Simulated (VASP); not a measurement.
# Al (Im-3m) in VASP: a series of runs

One crystal, Al, is run at these levels: r2SCAN; tasks: single point.

All numbers are computed with VASP 6.6.1; they aren't measurements. Logs are shortened: lines on timing, memory, paths and dates and some standing lists are left out, and cuts for length are marked.

## 1. The crystal as given

It takes space group Im-3m (No. 229, cubic). The conventional cell has a = 3.182 Å, b = 3.182 Å, c = 3.182 Å, α = 90.00°, β = 90.00°, γ = 90.00°. Al (site symmetry m-3m) is surrounded by 8 Al at 2.76 Å.

This isn't the form of Al at room conditions, which is fcc.

## 2. Single point, r2SCAN

POSCAR

```
Al
1.0
   -1.5912186900      1.5912186900      1.5912186900
    1.5912186900     -1.5912186900      1.5912186900
    1.5912186900      1.5912186900     -1.5912186900
Al
1
Direct
    0.0000000000      0.0000000000      0.0000000000
```

INCAR.step1

```
PREC = Accurate
ENCUT = 520
ISMEAR = 0
SIGMA = 0.15
LREAL = False
LASPH = True
NELM = 100
NBANDS = 8
GGA = PE
ALGO = Normal
EDIFF = 1E-4
LWAVE = True
LCHARG = False
```

INCAR.step2

```
PREC = Accurate
ENCUT = 520
EDIFF = 1E-7
ISMEAR = 0
SIGMA = 0.15
LREAL = False
LASPH = True
NELM = 100
ALGO = Normal
ISIF = 2
LWAVE = False
LCHARG = True
METAGGA = R2SCAN
LMIXTAU = True
LELF = True
LVHAR = True
NBANDS = 8
ISTART = 1
```

KPOINTS

```
regular mesh
0
Gamma
  20 20 20
```

Potentials or basis: VASP PAW PBE potentials, release 64 (Al).

The run is started by

```console
cat potpaw_PBE.64/Al/POTCAR > POTCAR
cp INCAR.step1 INCAR
mpirun -np 1 vasp_std > vasp.out
cp INCAR.step2 INCAR
mpirun -np 1 vasp_std > vasp.out
```

OUTCAR:

```text
PREC = Accurate
   ENCUT = 520
   EDIFF = 1E-7
   ISMEAR = 0
   LREAL = False
   LASPH = True
   NELM = 100
   ISIF = 2
   METAGGA = R2SCAN
   ISTART = 1

 ion  position               nearest neighbor table
   1  0.000  0.000  0.000-

  LATTYP: Found a body centered cubic cell.
 ALAT       =     3.1824373800

  Lattice vectors:

 A1 = (  -1.5912186900,   1.5912186900,   1.5912186900)
 A2 = (   1.5912186900,  -1.5912186900,   1.5912186900)
 A3 = (   1.5912186900,   1.5912186900,  -1.5912186900)

Analysis of symmetry for initial positions (statically):
=====================================================================
 Subroutine PRICEL returns:
 Original cell was already a primitive cell.

 Routine SETGRP: Setting up the symmetry group for a
 body centered cubic supercell.

 Subroutine GETGRP returns: Found 48 space group operations
 (whereof 48 operations were pure point group operations)
 out of a pool of 48 trial point group operations.

The static configuration has the point symmetry O_h .

Analysis of symmetry for dynamics (positions and initial velocities):
=====================================================================
 Subroutine PRICEL returns:
 Original cell was already a primitive cell.

 Routine SETGRP: Setting up the symmetry group for a
 body centered cubic supercell.

 Subroutine GETGRP returns: Found 48 space group operations
 (whereof 48 operations were pure point group operations)
 out of a pool of 48 trial point group operations.

The dynamic configuration has the point symmetry O_h .

 Subroutine INISYM returns: Found 48 space group operations
 (whereof 48 operations are pure point group operations),
 and found     1 'primitive' translations

----------------------------------------------------------------------------------------

                                     Primitive cell

  volume of cell :      16.1157

  direct lattice vectors                    reciprocal lattice vectors
    -1.591218690  1.591218690  1.591218690     0.000000000  0.314224565  0.314224565
     1.591218690 -1.591218690  1.591218690     0.314224565  0.000000000  0.314224565
     1.591218690  1.591218690 -1.591218690     0.314224565  0.314224565  0.000000000

  length of vectors
     2.756071617  2.756071617  2.756071617     0.444380641  0.444380641  0.444380641

  position of ions in fractional coordinates (direct lattice)
     0.000000000  0.000000000  0.000000000

  ion indices of the primitive-cell ions
   primitive index   ion index
                 1           1

----------------------------------------------------------------------------------------

 KPOINTS: regular mesh

Automatic generation of k-mesh.
 Grid dimensions read from file:
 generate k-points for:   20   20   20

 Generating k-lattice:

  Cartesian coordinates                     Fractional coordinates (reciprocal lattice)
     0.000000000  0.015711228  0.015711228     0.050000000  0.000000000  0.000000000
     0.015711228  0.000000000  0.015711228     0.000000000  0.050000000  0.000000000
     0.015711228  0.015711228  0.000000000     0.000000000  0.000000000  0.050000000

  Length of vectors
     0.022219032  0.022219032  0.022219032

  Shift w.r.t. Gamma in fractional coordinates (k-lattice)
     0.000000000  0.000000000  0.000000000

 Subroutine IBZKPT returns following result:
 ===========================================

 Found    256 irreducible k-points:

 Following reciprocal coordinates:
            Coordinates               Weight
  0.000000  0.000000  0.000000      1.000000
  0.050000  0.000000  0.000000     12.000000
  0.100000  0.000000  0.000000     12.000000
  0.150000  0.000000  0.000000     12.000000
  0.200000  0.000000  0.000000     12.000000
  0.250000  0.000000  0.000000     12.000000
[... 16 lines left out ...]
  0.200000  0.100000  0.000000     48.000000
  0.250000  0.100000  0.000000     48.000000
 [... further k-points ...]
   k-points           NKPTS =    256   k-points in BZ     NKDIM =    256   number of bands    NBANDS=      8
   number of dos      NEDOS =    301   number of ions     NIONS =      1
   total plane-waves  NPLWV =   8000
   dimension x,y,z NGX =    20 NGY =   20 NGZ =   20
   dimension x,y,z NGXF=    40 NGYF=   40 NGZF=   40
   ions per type =               1
   NGX,Y,Z   is equivalent  to a cutoff of  12.06, 12.06, 12.06 a.u.
   NGXF,Y,Z  is equivalent  to a cutoff of  24.13, 24.13, 24.13 a.u.
 SYSTEM =  unknown system
   PREC   = accura    normal or accurate (medium, high low for compatibility)
   ISTART =      1    job   : 0-new  1-cont  2-samecut
   ICHARG =      0    charge: 1-file 2-atom 10-const
   ISPIN  =      1    spin polarized calculation?
   LNONCOLLINEAR =      F non collinear calculations
   LSORBIT =      F    spin-orbit coupling
   LASPH  =      T    aspherical Exc in radial PAW
   ENCUT  =  520.0 eV  38.22 Ry    6.18 a.u.   5.12  5.12  5.12*2*pi/ulx,y,z
   NELM   =    100;   NELMIN=  2; NELMDL=  0     # of ELM steps
   EDIFF  = 0.1E-06   stopping-criterion for ELM
   LREAL  =      F    real-space projection
   EDIFFG = 0.1E-05   stopping-criterion for IOM
   NSW    =      0    number of steps for IOM
   IBRION =     -1    ionic relax: 0-MD 1-quasi-New 2-CG
   NFREE  =      0    steps in history (QN), initial steepest desc. (CG)
   ISIF   =      2    stress and relaxation
   ISYM   =      2    0-nonsym 1-usesym 2-fastsym
   POTIM  = 0.5000    time-step for ionic-motion
   TEBEG  =    0.0;   TEEND  =   0.0 temperature during run
   PSTRESS=    0.0 pullay stress
   NELECT =       3.0000    total number of electrons
   NUPDOWN=      -1.0000    fix difference up-down
   EMIN   =  10.00;   EMAX   =-10.00  energy-range for DOS
   EFERMI =   0.00;   METHOD = LEGACY
   ISMEAR =     0;   SIGMA  =   0.15  broadening in eV -4-tet -1-fermi 0-gaus
   EFERMI_NEDOS =   21; number of points for ismear=-14 and -15
   IALGO  =     38    algorithm
   IMIX   =      4    mixing-type and parameters
     AMIX     =   0.40;   BMIX     =  1.00
     AMIX_MAG =   1.60;   BMIX_MAG =  1.00
  volume/ion in A,a.u.               =      16.12       108.75
  Fermi-wavevector in a.u.,A,eV,Ry     =   0.934757  1.766435 11.888371  0.873771
  Thomas-Fermi vector in A             =   2.061595
   LORBIT       =      0    0 simple, 1 ext, 2 COOP (PROOUT), +10 PAW based schemes
   METAGGA = R2SCAN    functional components
   LHFCALC =     F    Hartree Fock is set to
   AEXX    =    0.0000 exact exchange contribution
   IVDW    =     0    specifies the selected vdW correction
   LEPSILON=     F    determine dielectric tensor
   LRPA    =     F    only Hartree local field effects (RPA)
 non-spin polarized calculation
 Gauss-broadening in eV      SIGMA  =   0.15
  energy-cutoff  :      520.00
  volume of cell :       16.12
 maximum number of plane-waves:       466
   NGX = 11   NGY = 11   NGZ = 11

 number of electron       3.0000000 magnetization

 Free energy of the ion-electron system (eV)
  ---------------------------------------------------
  ext. energy  EPLUGINS =         0.00000000
  ---------------------------------------------------
  free energy    TOTEN  =        -6.62573480 eV

  energy without entropy =       -6.62037651  energy(sigma->0) =       -6.62305565

 E-fermi :   8.2840     XC(G=0): -11.0095

 val. band max:        8.2754694746   @ k =   0.3000   0.2500   0.1000
 cond. band min:       8.2963093610   @ k =   0.2500   0.2500   0.1500
 fundamental gap:      0.0208398864
 Fermi energy:         8.2840011196

 k-point     1 :       0.0000    0.0000    0.0000
  band No.  band energies     occupation
      1      -3.7481      2.00000
      2      22.4624      0.00000
      3      22.4625      0.00000
      4      22.4625      0.00000
      5      24.5662      0.00000
      6      24.5662      0.00000
      7      24.5662      0.00000
      8      25.7310      0.00000

 k-point     2 :       0.0500    0.0000    0.0000
  band No.  band energies     occupation
      1      -3.6703      2.00000
      2      21.5080      0.00000
      3      21.9469      0.00000
      4      22.1243      0.00000
      5      24.1058      0.00000
      6      24.8458      0.00000
      7      25.0257      0.00000
      8      25.2092      0.00000

 k-point     3 :       0.1000    0.0000    0.0000
  band No.  band energies     occupation
      1      -3.4374      2.00000
      2      19.5258      0.00000
      3      21.0634      0.00000
      4      21.3500      0.00000
      5      23.2251      0.00000
      6      24.1673      0.00000
      7      25.4001      0.00000
      8      26.0634      0.00000

 k-point     4 :       0.1500    0.0000    0.0000
  band No.  band energies     occupation
      1      -3.0499      2.00000
      2      17.2987      0.00000
      3      20.2035      0.00000
      4      20.4567      0.00000
      5      22.3142      0.00000
      6      23.4759      0.00000
      7      25.9774      0.00000
      8      26.3744      0.00000

 k-point     5 :       0.2000    0.0000    0.0000
  band No.  band energies     occupation
      1      -2.5092      2.00000
      2      15.0706      0.00000
      3      19.4379      0.00000
      4      19.5963      0.00000
      5      21.4805      0.00000
      6      22.8390      0.00000
      7      26.6418      0.00000
      8      26.7924      0.00000
[... 177 lines left out ...]
 k-point    22 :       0.1500    0.1000    0.0000
  band No.  band energies     occupation
      1      -2.2782      2.00000
      2      15.2175      0.00000
      3      16.6590      0.00000
      4      19.3167      0.00000
      5      22.6982      0.00000
      6      23.7417      0.00000
      7      26.0479      0.00000
      8      27.6460      0.00000

 k-point    23 :       0.2000    0.1000    0.0000
  band No.  band energies     occupation
      1      -1.5872      2.00000
      2      13.0968      0.00000
      3      15.8902      0.00000
      4      18.6362      0.00000
      5      22.0415      0.00000
      6      23.8869      0.00000
      7      25.9531      0.00000
      8      28.9067      0.00000

 k-point    24 :       0.2500    0.1000    0.0000
  band No.  band energies     occupation
      1      -0.7475      2.00000
      2      11.0616      0.00000
      3      15.2625      0.00000
      4      18.0648      0.00000
      5      21.4704      0.00000
      6      23.8057      0.00000
      7      26.2661      0.00000
      8      30.0026      0.00000

 [... further k-points ...]

------------------------ aborting loop because EDIFF is reached ----------------------------------------

  FORCE on cell =-STRESS in cart. coord.  units (eV):
  Direction    XX          YY          ZZ          XY          YZ          ZX
  --------------------------------------------------------------------------------------
  -------------------------------------------------------------------------------------
  Total        0.0167172      0.0167172      0.0167172      0.0000000     -0.0000000      0.0000000
  in kB        1.6619776      1.6619776      1.6619776      0.0000000     -0.0000000      0.0000000
  external PRESSURE =       1.6619776 kB  Pullay stress =       0.0000000 kB

 VOLUME and BASIS-vectors are now :
 -----------------------------------------------------------------------------
  energy-cutoff  :      520.00
  volume of cell :       16.12
      direct lattice vectors                 reciprocal lattice vectors
    -1.591218690  1.591218690  1.591218690     0.000000000  0.314224565  0.314224565
     1.591218690 -1.591218690  1.591218690     0.314224565  0.000000000  0.314224565
     1.591218690  1.591218690 -1.591218690     0.314224565  0.314224565  0.000000000

 POSITION                                       TOTAL-FORCE (eV/Angst)
 -----------------------------------------------------------------------------------
      0.00000      0.00000      0.00000        -0.000000     -0.000000      0.000000
 -----------------------------------------------------------------------------------
    total drift:                                0.000000      0.000000     -0.000000

  FREE ENERGIE OF THE ION-ELECTRON SYSTEM (eV)
  ---------------------------------------------------
  free  energy   TOTEN  =        -6.6257347977 eV

  energy  without entropy=       -6.6203765098  energy(sigma->0) =       -6.62305565
```

It took 38 s on 1 thread of Intel Xeon 6975P-C (Granite Rapids), shared host; peak memory 0.13 GiB.

Results:

- Free energy: -6.6257 eV
- Pressure: 0.2 GPa
- Band gap on the k mesh: none (metal or under the smearing width)

Levels at points of the mesh, in eV from the Fermi level:
```csv
k point,band 1,band 2,band 3,band 4,band 5,band 6
"(0.00, 0.00, 0.00)",-12.03,14.18,14.18,14.18,16.28,16.28
"(0.50, 0.00, 0.00)",-4.81,-4.04,8.73,9.01,10.80,12.47
"(0.50, 0.50, 0.50)",2.04,2.04,2.04,2.93,2.93,6.78
```

Caveat: the PAW data sets were made with another functional, which shifts forces and pressure a little.

## 3. Single point, r2SCAN

POSCAR is that of step 2.

INCAR.step1

```
SYSTEM = Al
  PREC = Accurate
  ENCUT = 520
  ISMEAR = 0
  SIGMA = 0.15
  LREAL = .FALSE.
  LASPH = .TRUE.
  NELM = 100
  NBANDS = 8
  GGA = PE
  ALGO = Normal
  EDIFF = 1E-4
  LWAVE = .TRUE.
  LCHARG = .FALSE.
```

INCAR.step2

```
SYSTEM = Al
  PREC = Accurate
  ENCUT = 520
  EDIFF = 1E-6
  ISMEAR = 0
  SIGMA = 0.15
  LREAL = .FALSE.
  LASPH = .TRUE.
  NELM = 100
  ALGO = Normal
  ISIF = 2
  LWAVE = .FALSE.
  LCHARG = .FALSE.
  METAGGA = R2SCAN
  LMIXTAU = .TRUE.
  NBANDS = 8
  ISTART = 1
```

KPOINTS

```
Automatic mesh
0
G
  24 24 24
  0 0 0
```

Potentials or basis: VASP PAW PBE potentials, release 64 (Al).

The run is started by

```console
cat potpaw_PBE.64/Al/POTCAR > POTCAR
cp INCAR.step1 INCAR
mpirun -np 1 vasp_std > vasp.out
cp INCAR.step2 INCAR
mpirun -np 1 vasp_std > vasp.out
```

Run time: 55 s. Hardware: 1 thread of Intel Xeon 6975P-C (Granite Rapids), shared host; peak memory 0.15 GiB.

It converged, with:

```
Free energy            : -6.6266 eV
Pressure               : 0.2 GPa
Band gap on the k mesh : none (metal or under the smearing width)
```

Levels at points of the mesh, in eV from the Fermi level:
| k point | band 1 | band 2 | band 3 | band 4 | band 5 |
| --- | --- | --- | --- | --- | --- |
| (0.00, 0.00, 0.00) | -12.04 | 14.17 | 14.17 | 14.17 | 16.27 |
| (0.50, 0.00, 0.00) | -4.82 | -4.05 | 8.72 | 9.00 | 10.80 |
| (0.50, 0.50, 0.50) | 2.04 | 2.04 | 2.04 | 2.92 | 2.92 |

Caveat: the PAW data sets were made with another functional, which shifts forces and pressure a little.
